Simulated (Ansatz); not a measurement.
The calculation used DFT, PBE, plane waves (420 eV) with PAW, scalar-relativistic in Ansatz 0.2.0.

An element in the hcp structure gives this curve. The cell is scaled uniformly from the relaxed one, with fractional coordinates and shape fixed. Energies are extrapolated to zero smearing, pressures are those at the given smearing. Magnetic state: spin not included.

```csv
V (Å³/atom),E − E₀ (meV/atom),P (GPa)
13.584,145.2,29.68
14.201,57.5,17.13
14.818,12.3,7.43
15.436,0.0,-0.06
16.053,13.1,-5.82
16.671,45.5,-10.23
17.288,92.8,-13.58
```

Q: Which element is it?
A. palladium
B. silicon
C. iridium
D. tungsten

A: A. Its fit is V₀ = 15.40 Å³/atom, B₀ = 165 GPa, B₀′ = 5.5.
